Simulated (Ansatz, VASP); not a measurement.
# TaN in VASP and in Ansatz

The input INCAR:

```
SYSTEM = TaN
ALGO = Normal
EDIFF = 1E-7
ENCUT = 520
GGA = PE
ISIF = 2
ISMEAR = -1
LASPH = .TRUE.
LCHARG = .FALSE.
LREAL = .FALSE.
LWAVE = .FALSE.
NBANDS = 24
NELM = 60
PREC = Accurate
SIGMA = 0.05
```

Contents of KPOINTS:

```
k-points
0
G
  10 10 5
  0 0 0
```

POSCAR

```
TaN
1.0
    2.9021601955      0.0000000000      0.0000000000
   -1.4510800978      2.5133444552      0.0000000000
    0.0000000000      0.0000000000      5.8768056492
Ta N
2 2
Direct
    0.0000000000      0.0000000000      0.5000000000
    0.0000000000      0.0000000000      0.0000000000
    0.3333333333      0.6666666667      0.2500000000
    0.6666666667      0.3333333333      0.7500000000
```

input.yaml

```yaml
crystal:
  lattice:
    - [2.9021601955, 0.0, 0.0]
    - [-1.4510800978, 2.5133444552, 0.0]
    - [0.0, 0.0, 5.8768056492]
  atoms:
    - { symbol: Ta, position: [0.0, 0.0, 0.5] }
    - { symbol: Ta, position: [0.0, 0.0, 0.0] }
    - { symbol: "N", position: [0.3333333333, 0.6666666667, 0.25] }
    - { symbol: "N", position: [0.6666666667, 0.3333333333, 0.75] }
hamiltonian:
  xc: pbe
  pseudopotentials: { kind: paw }
kpoints:
  mp_grid: { grid: [10, 10, 5] }
scf:
  occupations: { method: fermi_dirac, width: 0.05 }
output:
  forces: true
  stress: true
  eigenvalues: true
```

Change from the starting cell: volume scaled by 0.98.

Alike in both runs: task single point; functional PBE; k mesh 10 × 10 × 5; occupations fermi-dirac, width 0.05 eV; no spin polarisation.

|  | VASP | Ansatz |
| --- | --- | --- |
| version | VASP 6.6.1 | Ansatz 0.2.0 |
| potentials or method | VASP PAW PBE potentials, release 64 (Ta_pv, N) | Ansatz PAW |
| plane-wave cutoff (eV) | 520 | 420 |
| valence electrons in the cell | 32 | 36 |

VASP gave:

| Property | Result |
| --- | --- |
| gap on the k mesh at the Fermi level (eV) | none |
| pressure (GPa) | 6.5 |
| largest component of the traceless stress (GPa) | 0.78 |

Estimate Ansatz's values.

gap on the k mesh at the Fermi level (eV): none; pressure (GPa): 5.8; largest component of the traceless stress (GPa): 0.74.

A gap of «none» marks a metal or a gap that the smearing closes. The two sets of potentials don't hold the same shells in valence.

Caveats: the pressure holds a Pulay correction of +0.5 GPa for the finite cutoff (Ansatz). Spin-orbit coupling is left out, which matters for the levels of Ta.
